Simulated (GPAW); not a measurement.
Runs of GPAW 26.7.0 on NaCl. It takes space group Fm-3m (No. 225, cubic). The conventional cell has a = 5.588 Å, b = 5.588 Å, c = 5.588 Å, α = 90.00°, β = 90.00°, γ = 90.00°. Cl (site symmetry m-3m) is surrounded by 6 Na at 2.79 Å. Na (site symmetry m-3m) is surrounded by 6 Cl at 2.79 Å. The cell is a database's computed one.

| task | level | potentials or basis | cell | k mesh | cutoff (eV) | smearing | maxiter | optimizer | fmax | max steps | convergence | mesh quality | gap on the mesh (eV) | pressure (GPa) |
| --- | --- | --- | --- | --- | --- | --- | --- | --- | --- | --- | --- | --- | --- | --- |
| relaxation of cell and atoms | PBEsol | PAW data sets generated in the run's folder for this functional, pw | relaxed | 8 × 8 × 8 | 800 | fermi-dirac 0.05 eV | 150 | BFGS | 0.02 eV/Å | 60 | density=1e-05 forces=0.0001 | not flagged | 5.01 | 0.0 |
| relaxation of cell and atoms | PBEsol | PAW data sets generated in the run's folder for this functional, pw | relaxed to 5 GPa | 8 × 8 × 8 | 800 | fermi-dirac 0.05 eV | 150 | BFGS | 0.02 eV/Å | 60 | density=1e-05 forces=0.0001 | not flagged | (c) | 4.9 |
| relaxation of cell and atoms | PBEsol | PAW data sets generated in the run's folder for this functional, pw | relaxed to 2 GPa | 8 × 8 × 8 | 800 | fermi-dirac 0.05 eV | 150 | BFGS | 0.02 eV/Å | 60 | density=1e-05 forces=0.0001 | not flagged | 5.28 | 2.1 |
| relaxation of cell and atoms | PBEsol | PAW data sets generated in the run's folder for this functional, pw | relaxed to 10 GPa | 8 × 8 × 8 | 800 | fermi-dirac 0.05 eV | 150 | BFGS | 0.02 eV/Å | 60 | density=1e-05 forces=0.0001 | not flagged | (a) | 10.0 |
| relaxation of cell and atoms | PBEsol | PAW data sets generated in the run's folder for this functional, pw | relaxed to 20 GPa | 8 × 8 × 8 | 800 | fermi-dirac 0.05 eV | 150 | BFGS | 0.02 eV/Å | 60 | density=1e-05 forces=0.0001 | not flagged | (b) | 20.0 |
| relaxation of cell and atoms | PBEsol | PAW data sets generated in the run's folder for this functional, pw | relaxed to 30 GPa | 8 × 8 × 8 | 800 | fermi-dirac 0.05 eV | 150 | BFGS | 0.02 eV/Å | 60 | density=1e-05 forces=0.0001 | not flagged | 6.89 | 30.0 |
| single point | PBE | GPAW PAW data sets (gpaw-data 1.2.1), pw | as given | 7 × 7 × 7 | 600 | fermi-dirac 0.05 eV | 120 | - | - | - | default | not flagged | 5.22 | 1.5 |

Alike in all rows: no spin polarisation.

Question: Fill in the values left out.

Answer: (a) 6.01; (b) 6.68; (c) 5.57.

Caveats: later steps reuse the first step's grids (some runs); the cutoff is short for stress and forces, so pressures can be off by a GPa or more (some runs).

A k mesh can miss the band edges.
